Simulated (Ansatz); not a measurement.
GaN (rocksalt) (r2SCAN geometry), in Ansatz:

```
CELL_PARAMETERS angstrom
0.00000 2.10852 2.10852
2.10852 0.00000 2.10852
2.10852 2.10852 0.00000
ATOMIC_POSITIONS crystal
Ga 0.00000 0.00000 0.00000
N 0.50000 0.50000 0.50000
```

G0W0@PBE with 102 empty bands, a screening cutoff of 180 eV and a 6×6×6 mesh (PAW, contour deformation) gives 1.453 eV over the mesh points, from a PBE gap of 0.626 eV; it sums over 111 bands with 113 plane waves in the screening and a wave cutoff of 420 eV. G0W0 here is at a finite number of bands, screening cutoff and k mesh, not at the basis limit. All values are calculated for a non-magnetic cell, which may be hypothetical.

Question: Estimate the gap with starting point PBE0.

Answer: 2.200 eV (+0.747 eV), from a Kohn-Sham gap of 2.599 eV.

Question: Estimate the gap with mesh 10×10×10, empty bands 30, screening cutoff 80 eV.

Answer: 1.529 eV (+0.076 eV), from a Kohn-Sham gap of 0.672 eV.

Question: Estimate the gap with starting point HSE06.

Answer: 2.048 eV (+0.595 eV), from a Kohn-Sham gap of 1.898 eV.

With a shallow d shell on the cation, G0W0 converges slowly in bands and cutoff, so these values are in doubt.
